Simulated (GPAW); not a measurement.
Here is a GPAW 26.7.0 calculation.

File run.py:

```python
from ase.eos import EquationOfState
from ase.io import Trajectory, read
from ase.units import GPa
from gpaw import GPAW, PW, setup_paths

setup_paths.insert(0, '.')

atoms = read('Cu.xyz')

traj = Trajectory('eos.traj', 'w')
volumes, energies = [], []
for x in [0.94, 0.96, 0.98, 1.0, 1.02, 1.04, 1.06]:
    a = atoms.copy()
    a.set_cell(atoms.cell * x**(1 / 3), scale_atoms=True)
    calc = GPAW(mode=PW(600),
                xc='AM05',
                kpts={'size': (13, 13, 13), 'gamma': True},
                occupations={'name': 'fermi-dirac', 'width': 0.05},
                nbands=14,
                convergence={'density': 1e-05, 'energy': 1e-05},
                maxiter=150,
                txt=f'eos-{x:.2f}.txt')
    a.calc = calc
    energies.append(a.get_potential_energy(force_consistent=True))
    volumes.append(a.get_volume())
    p = -a.get_stress()[:3].mean() / GPa
    calc.write(f'eos-{x:.2f}.gpw')
    traj.write(a)
    print(f'{x:.2f} {volumes[-1]:10.4f} A^3 {energies[-1]:14.6f} eV {p:9.3f} GPa', flush=True)

v0, e0, B = EquationOfState(volumes, energies, eos='birchmurnaghan').fit()
print(f'V0 = {v0:.4f} A^3, E0 = {e0:.6f} eV, B0 = {B / GPa:.2f} GPa')
```

Cu.xyz

```xyz
1
Lattice="0.0000000000 1.8075000000 1.8075000000 1.8075000000 0.0000000000 1.8075000000 1.8075000000 1.8075000000 0.0000000000" Properties=species:S:1:pos:R:3 pbc="T T T"
Cu     0.0000000000      0.0000000000      0.0000000000
```

Potentials or basis: PAW data sets generated in the run's folder for this functional, pw.

The run is started by

```console
$ gpaw-setup -f AM05 Cu
$ OMP_NUM_THREADS=1 python run.py
```

(1) Predict the equilibrium volume.

(2) Predict the pressure derivative of the bulk modulus.

Answers

(1) 11.43 Å³/atom.

(2) 5.2.

Caveat: with this Cu data set, volumes or pressures lay over 1.5 % or 2 GPa off other programs in two to four cells of ten.
